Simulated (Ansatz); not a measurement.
This script drives Ansatz 0.2.0 through its Python package.

The script, `run_eos.py`:
```python
# -*- coding: utf-8 -*-
'''Energy against volume for CdTe, with a fit.'''

import ansatz as az
import numpy as np

VECTORS = np.array([
    [0.0, 3.205, 3.205],
    [3.205, 0.0, 3.205],
    [3.205, 3.205, 0.0],
])
SITES = [
    ('Cd', (0.0, 0.0, 0.0)),
    ('Te', (0.25, 0.25, 0.25)),
]


def on_lattice(cell):
    crystal = az.Crystal(lattice=az.Lattice.of(cell))
    for symbol, position in SITES:
        crystal = crystal.atom(symbol, position)
    return crystal


def main():
    # uniform scaling of the cell
    volumes, energies = [], []
    for scale in np.linspace(0.92, 1.08, 7):
        cell = VECTORS * scale ** (1 / 3)
        base = (
            on_lattice(cell).calculation()
            .functional('pbesol')
            .occupations('Fixed')
            .basis(500)
            .kpoints(6, 6, 6)
        )
        report = base.run(threads=1, backend='cpu').report
        volumes.append(abs(np.linalg.det(cell)) / len(SITES))
        energies.append(report['free_energy_ev'] / len(SITES))
        print(f'V = {volumes[-1]:8.4f} A^3/atom  F = {energies[-1]:.5f} eV/atom')

    # third-order Birch-Murnaghan: a cubic in V^(-2/3)
    x = np.array(volumes) ** (-2 / 3)
    poly = np.polynomial.Polynomial.fit(x, energies, 3).convert()
    roots = poly.deriv().roots()
    x0 = min((r.real for r in roots if abs(r.imag) < 1e-9 and poly.deriv(2)(r.real) > 0), key=lambda r: abs(r - x.mean()))
    v0 = x0 ** -1.5
    b0 = 4 / 9 * poly.deriv(2)(x0) * v0 ** (-7 / 3) * 160.21766
    b1 = 4 + 2 / 3 * x0 * poly.deriv(3)(x0) / poly.deriv(2)(x0)
    print(f'V0 = {v0:.4f} A^3/atom, B0 = {b0:.1f} GPa, dB/dP = {b1:.2f}')


if __name__ == '__main__':
    main()
```

It is started by `python run_eos.py`. Estimate its wall time and peak memory on 1 thread of Arm Neoverse V1 (shared host).

It took about 17 s, with a peak of 0.41 GiB, for 7 runs of the engine.

```console
$ python run_eos.py
V =  30.2881 A^3/atom  F = -7543.09787 eV/atom
V =  31.1660 A^3/atom  F = -7543.12900 eV/atom
V =  32.0439 A^3/atom  F = -7543.15038 eV/atom
V =  32.9218 A^3/atom  F = -7543.16340 eV/atom
V =  33.7998 A^3/atom  F = -7543.16919 eV/atom
V =  34.6777 A^3/atom  F = -7543.16877 eV/atom
V =  35.5556 A^3/atom  F = -7543.16300 eV/atom
V0 = 34.1702 A^3/atom, B0 = 41.4 GPa, dB/dP = 4.77
```

A third-order Birch-Murnaghan fit through the 7 points has its minimum at 34.17 Å³ an atom, 3.8 % above the typed cell, with a bulk modulus of 41 GPa and dB/dP = 4.8. From that minimum the energy rises by 71.9 meV an atom on the compressed side and 6.7 meV on the expanded side.

Reading the output:
- Absolute energies stand on the zero of these potentials, so only differences at equal settings mean something.
- For a gap this small the mesh is coarse, and bands can meet between its points.
- Of the deposited cell: the entry's cell lengths or inner coordinates differ somewhat from later room-temperature determinations.
- The starting cell is as deposited in a crystallographic database; the results hold for this polymorph, which needn't be the stable one.
